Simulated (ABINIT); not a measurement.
Write the native input for ABINIT 10.8.3 (patched build) that does the following.

| Property | Result |
| --- | --- |
| Task | single point |
| Functional | PBE |
| Potentials or basis | JTH PAW PBE v2.0 |
| Cutoff | 408 eV |
| k mesh | 8 × 8 × 8 |
| Occupations | fermi-dirac, width 0.05 eV |
| Spin | no spin polarisation |
| Fine-grid cutoff | 816.342 eV |
| Exchange and correlation inside the PAW spheres | full angular mesh (pawxcdev 0, this build's default; the released program takes 1) |

Crystal: TiAl.

```
CELL_PARAMETERS angstrom
3.17906 0.00000 0.00000
0.00000 3.17906 0.00000
0.00000 0.00000 3.17906
ATOMIC_POSITIONS crystal
Ti 0.99886 0.00758 0.00170
Al 0.50931 0.50647 0.50062
```

The cell comes from a database or a generator and needn't be the stable form of this composition.

The cell isn't the ideal one: atoms moved at random, drawn with an rms of 0.05 Å.

The input as run:

run.abi

```
pp_dirpath "./"
pseudos "Ti.GGA_PBE-JTH.xml, Al.GGA_PBE-JTH.xml"

acell 3*1.0
rprim
     6.0075602927     0.0000000000     0.0000000000
     0.0000000000     6.0075602927     0.0000000000
     0.0000000000     0.0000000000     6.0075602927
ntypat 2
znucl 22 13
natom 2
typat 1 2
xred
    -0.0011440000     0.0075800000     0.0017040000
     0.5093050000     0.5064700000     0.5006210000
chkprim 0
chksymtnons 0
tolsym 1.0e-6

ecut 15.0
pawecutdg 30.0

kptopt 1
ngkpt 8 8 8
nshiftk 1
shiftk 0.0 0.0 0.0

ixc 11

nband 12
occopt 3
tsmear 0.05 eV

nstep 100
tolvrs 1.0e-9

iomode 3
prtwf 0
prtden 0
prteig 0
prtebands 0
enunit 2
```

Potentials or basis: JTH PAW PBE v2.0.

Launch:

```sh
$ abinit run.abi > log 2>&1
```

Results of the run:

The pressure is 1.0 GPa and the largest force is 0.214 eV/Å. The band gap on the k mesh is none (metal or under the smearing width). The valence electrons inside the program's atomic spheres are Ti 10.20; Al 0.79.

Wall time 54 s on 1 thread of Intel(R) Xeon(R) Processor @ 2.70GHz (shared host), peak memory 0.16 GiB.
